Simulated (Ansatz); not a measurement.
# Rh: the cost of one run

Program: Ansatz 0.2.0. Level of theory: DFT PBE, scalar-relativistic, plane waves, PAW. These are calculated values, not measurements.

### 1 The system as given

Symmetry: R-3m, No. 166, trigonal system. Conventional cell: a = 3.298 Å, b = 3.298 Å, c = 9.175 Å, α = 90.00°, β = 90.00°, γ = 120.00°. Rh (site symmetry 3m) is surrounded by 3 Rh at 2.21 Å.

Coordinates:

```
CELL_PARAMETERS angstrom
1.64916 0.95214 3.05817
-1.64916 0.95214 3.05817
0.00000 -1.90429 3.05817
ATOMIC_POSITIONS crystal
Rh 0.22754 0.22754 0.22754
Rh 0.77246 0.77246 0.77246
```

This is candidate A: grey arsenic (A7) type (R-3m, No. 166).

(A quick probe on a coarse mesh, which set the mesh and smearing, is not shown.)

### 3 Coarse relaxation (candidate A)

File input.yaml:

```yaml
crystal:
  lattice:
    - [1.6491597053, 0.9521427998, 3.0581689506]
    - [-1.6491597053, 0.9521427998, 3.0581689506]
    - [0.0, -1.9042855996, 3.0581689506]
  atoms:
    - { symbol: Rh, position: [0.22754, 0.22754, 0.22754] }
    - { symbol: Rh, position: [0.77246, 0.77246, 0.77246] }
basis:
  ecutwfc: 420
kpoints:
  mp_grid: { grid: [6, 6, 6] }
hamiltonian:
  xc: pbe
scf:
  occupations: { method: gaussian, width: 0.1 }
  lower_state_search: "off"
output:
  forces: true
  stress: true
  eigenvalues: true
relax:
  adjacent_minimum: "off"
  f_tol: 0.04
  max_steps: 70
  cell: { stress_tol: 0.4 }
```

**Question.** How long does this run take on 1 thread of an x86-64 CPU, shared host, and how much memory does it need?

About 7 s, with a peak of 0.48 GiB.
